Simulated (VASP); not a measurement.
# SnO2 (Cassiterite) (P4_2/mnm) in VASP: notebook, part 2 of 2

VASP 6.6.1. Earlier steps stand in the parts before.

## 5. Single point, LDA

INCAR reads:

```
PREC     = Accurate       # precision mode
ENCUT    = 400            # plane-wave cutoff, eV
EDIFF    = 1E-7           # SCF threshold, eV
ISMEAR   = 0              # smearing method
SIGMA    = 0.05           # smearing width, eV
LREAL    = Auto         
LASPH    = T              # aspherical terms in the spheres
NELM     = 100            # most SCF steps
ALGO     = Normal         # electronic algorithm
ISIF     = 2              # what is computed and relaxed
LWAVE    = F              # write WAVECAR
LCHARG   = F              # write CHGCAR
GGA      = CA             # functional
ADDGRID  = F
```

KPOINTS reads:

```
Automatic mesh
0
Gamma
  3 3 4
```

POSCAR reads:

```
SnO2
1.0
    4.7380000000      0.0000000000      0.0000000000
    0.0000000000      4.7380000000      0.0000000000
    0.0000000000      0.0000000000      3.1865000000
Sn O
2 4
Direct
    0.5000000000      0.5000000000      0.5000000000
    0.0000000000      0.0000000000      0.0000000000
    0.8071000000      0.1929000000      0.5000000000
    0.6929000000      0.6929000000      0.0000000000
    0.1929000000      0.8071000000      0.5000000000
    0.3071000000      0.3071000000      0.0000000000
```

Potentials or basis: VASP PAW LDA potentials, release 64 (Sn_d, O).

Run with:

```
> cat potpaw_LDA.64/Sn_d/POTCAR potpaw_LDA.64/O/POTCAR > POTCAR
> mpirun -np 1 vasp_std > vasp.out
```

OUTCAR:

```text
PREC = Accurate
   ENCUT = 400
   EDIFF = 1E-7
   ISMEAR = 0
   LREAL = Auto
   LASPH = T
   NELM = 100
   ISIF = 2
   GGA = CA

 Found      9 irreducible k-points:

 Following reciprocal coordinates:
            Coordinates               Weight
  0.000000  0.000000  0.000000      1.000000
  0.333333  0.000000  0.000000      4.000000
  0.333333  0.333333  0.000000      4.000000
  0.000000  0.000000  0.250000      2.000000
  0.333333  0.000000  0.250000      8.000000
  0.333333  0.333333  0.250000      8.000000
   k-points           NKPTS =      9   k-points in BZ     NKDIM =      9   number of bands    NBANDS=     31
   number of dos      NEDOS =    301   number of ions     NIONS =      6
   total plane-waves  NPLWV =  24576
   dimension x,y,z NGX =    32 NGY =   32 NGZ =   24
   dimension x,y,z NGXF=    64 NGYF=   64 NGZF=   48
   ions per type =               2   4
   NGX,Y,Z   is equivalent  to a cutoff of  11.23, 11.23, 12.52 a.u.
   NGXF,Y,Z  is equivalent  to a cutoff of  22.46, 22.46, 25.04 a.u.
 SYSTEM =  unknown system
   PREC   = accura    normal or accurate (medium, high low for compatibility)
   ISTART =      0    job   : 0-new  1-cont  2-samecut
   ICHARG =      2    charge: 1-file 2-atom 10-const
   ISPIN  =      1    spin polarized calculation?
   LNONCOLLINEAR =      F non collinear calculations
   LSORBIT =      F    spin-orbit coupling
   LASPH  =      T    aspherical Exc in radial PAW
   ENCUT  =  400.0 eV  29.40 Ry    5.42 a.u.   7.73  7.73  5.20*2*pi/ulx,y,z
   NELM   =    100;   NELMIN=  2; NELMDL= -5     # of ELM steps
   EDIFF  = 0.1E-06   stopping-criterion for ELM
   LREAL  =      T    real-space projection
   EDIFFG = 0.1E-05   stopping-criterion for IOM
   NSW    =      0    number of steps for IOM
   IBRION =     -1    ionic relax: 0-MD 1-quasi-New 2-CG
   NFREE  =      0    steps in history (QN), initial steepest desc. (CG)
   ISIF   =      2    stress and relaxation
   ISYM   =      2    0-nonsym 1-usesym 2-fastsym
   POTIM  = 0.5000    time-step for ionic-motion
   TEBEG  =    0.0;   TEEND  =   0.0 temperature during run
   PSTRESS=    0.0 pullay stress
   NELECT =      52.0000    total number of electrons
   NUPDOWN=      -1.0000    fix difference up-down
   EMIN   =  10.00;   EMAX   =-10.00  energy-range for DOS
   EFERMI =   0.00;   METHOD = LEGACY
   ISMEAR =     0;   SIGMA  =   0.05  broadening in eV -4-tet -1-fermi 0-gaus
   EFERMI_NEDOS =   21; number of points for ismear=-14 and -15
   IALGO  =     38    algorithm
   IMIX   =      4    mixing-type and parameters
     AMIX     =   0.40;   BMIX     =  1.00
     AMIX_MAG =   1.60;   BMIX_MAG =  1.00
  volume/ion in A,a.u.               =      11.92        80.45
  Fermi-wavevector in a.u.,A,eV,Ry     =   1.472000  2.781677 29.480903  2.166785
  Thomas-Fermi vector in A             =   2.587068
   LORBIT       =      0    0 simple, 1 ext, 2 COOP (PROOUT), +10 PAW based schemes
   GGA     = CA    functional components
   LHFCALC =     F    Hartree Fock is set to
   AEXX    =    0.0000 exact exchange contribution
   IVDW    =     0    specifies the selected vdW correction
   LEPSILON=     F    determine dielectric tensor
   LRPA    =     F    only Hartree local field effects (RPA)
 non-spin polarized calculation
 Gauss-broadening in eV      SIGMA  =   0.05
  energy-cutoff  :      400.00
  volume of cell :       71.53
 maximum number of plane-waves:      1310
 NGX is ok and might be reduce to    32
   NGX = 15   NGY = 15   NGZ = 11

 number of electron      51.9999984 magnetization

 Free energy of the ion-electron system (eV)
  ---------------------------------------------------
  ext. energy  EPLUGINS =         0.00000000
  ---------------------------------------------------
  free energy    TOTEN  =       -42.33952712 eV

  energy without entropy =      -42.33952712  energy(sigma->0) =      -42.33952712

 E-fermi :   6.0838     XC(G=0): -11.7982

 val. band max:        5.8635594126   @ k =   0.0000   0.0000   0.0000
 cond. band min:       7.0265834866   @ k =   0.0000   0.0000   0.0000
 fundamental gap:      1.1630240740
 Fermi energy:         6.0838331851

 k-point     1 :       0.0000    0.0000    0.0000
  band No.  band energies     occupation
      1     -15.1444      2.00000
      2     -14.3989      2.00000
      3     -14.1059      2.00000
      4     -14.0900      2.00000
      5     -14.0900      2.00000
      6     -13.9930      2.00000
[... 23 lines left out ...]
     30      11.9574      0.00000
     31      15.9789      0.00000

 k-point     2 :       0.3333    0.0000    0.0000
  band No.  band energies     occupation
      1     -14.9821      2.00000
      2     -14.5938      2.00000
      3     -14.1031      2.00000
      4     -14.0842      2.00000
      5     -14.0840      2.00000
      6     -14.0782      2.00000
[... 23 lines left out ...]
     30      12.5588      0.00000
     31      16.5810      0.00000

 k-point     3 :       0.3333    0.3333    0.0000
  band No.  band energies     occupation
      1     -14.9429      2.00000
      2     -14.7555      2.00000
      3     -14.0920      2.00000
      4     -14.0903      2.00000
      5     -14.0852      2.00000
      6     -14.0772      2.00000
[... 23 lines left out ...]
     30      12.9745      0.00000
     31      16.3139      0.00000

 k-point     4 :       0.0000    0.0000    0.2500
  band No.  band energies     occupation
      1     -14.8681      2.00000
      2     -14.5436      2.00000
      3     -14.5436      2.00000
      4     -14.1462      2.00000
      5     -13.9979      2.00000
      6     -13.9965      2.00000
[... 23 lines left out ...]
     30      14.0547      0.00000
     31      14.4259      0.00000

 k-point     5 :       0.3333    0.0000    0.2500
  band No.  band energies     occupation
      1     -14.8588      2.00000
      2     -14.7186      2.00000
      3     -14.3943      2.00000
      4     -14.1740      2.00000
      5     -13.9904      2.00000
      6     -13.9818      2.00000
[... 23 lines left out ...]
     30      14.3119      0.00000
     31      14.7105      0.00000

 k-point     6 :       0.3333    0.3333    0.2500
  band No.  band energies     occupation
      1     -14.8001      2.00000
      2     -14.6187      2.00000
      3     -14.5522      2.00000
      4     -14.3093      2.00000
      5     -13.9890      2.00000
      6     -13.9732      2.00000
[... 23 lines left out ...]
     30      14.4740      0.00000
     31      14.9316      0.00000

 [... further k-points ...]
[... 5 lines left out ...]
  --------------------------------------------------------------------------------------
  -------------------------------------------------------------------------------------
  Total       -2.6124809     -2.6124809     -1.7329071     -0.0000000      0.0000000      0.0000000
  in kB      -58.5139853    -58.5139853    -38.8134133     -0.0000000      0.0000000      0.0000000
  external PRESSURE =     -51.9471280 kB  Pullay stress =       0.0000000 kB

 VOLUME and BASIS-vectors are now :
 -----------------------------------------------------------------------------
  energy-cutoff  :      400.00
  volume of cell :       71.53
      direct lattice vectors                 reciprocal lattice vectors
     4.738000000  0.000000000  0.000000000     0.211059519  0.000000000  0.000000000
     0.000000000  4.738000000  0.000000000     0.000000000  0.211059519  0.000000000
     0.000000000  0.000000000  3.186500000     0.000000000  0.000000000  0.313823945

 POSITION                                       TOTAL-FORCE (eV/Angst)
 -----------------------------------------------------------------------------------
      2.36900      2.36900      1.59325         0.000000      0.000000     -0.000000
      0.00000      0.00000      0.00000         0.000000      0.000000     -0.000000
      3.82404      0.91396      1.59325        -0.138023      0.138023     -0.000000
      3.28296      3.28296      0.00000         0.138023      0.138023     -0.000000
      0.91396      3.82404      1.59325         0.138023     -0.138023     -0.000000
      1.45504      1.45504      0.00000        -0.138023     -0.138023      0.000000
 -----------------------------------------------------------------------------------
    total drift:                                0.000000     -0.000000     -0.000000

  FREE ENERGIE OF THE ION-ELECTRON SYSTEM (eV)
  ---------------------------------------------------
  free  energy   TOTEN  =       -42.3395271183 eV

  energy  without entropy=      -42.3395271183  energy(sigma->0) =      -42.33952712
```

Wall time 9.7 s (1 thread of Intel Xeon 6975P-C (Granite Rapids), shared host); peak memory 0.14 GiB.

The run converged, but some of its settings lie outside the range that counts as converged, so its numbers aren't taken as properties of the crystal.

Results:

| Quantity | Value |
| --- | --- |
| Free energy | -42.3395 eV |
| Largest force | 0.195 eV/Å |
| Band gap on the k mesh | 1.16 eV, direct |

Caveat: the k mesh is coarse (spacing up to 0.49 Å⁻¹), so the values aren't converged; the cutoff is under 1.25 times the usual one of these potentials, so pressure, stress and relaxed cells hold a basis-set (Pulay) error; spin-orbit coupling is left out, which moves the levels of the heavy elements.

## 6. The reference run

An earlier run on the cell as given: functional PBEsol; potentials or basis VASP PAW PBE potentials, release 64 (Sn_d, O); cutoff 520 eV; k mesh 6 × 6 × 8; occupations fermi-dirac, width 0.05 eV; no spin polarisation.

- Pressure: 5.4 GPa
- Largest force: 0.229 eV/Å
- Band gap on the k mesh: 1.18 eV, direct
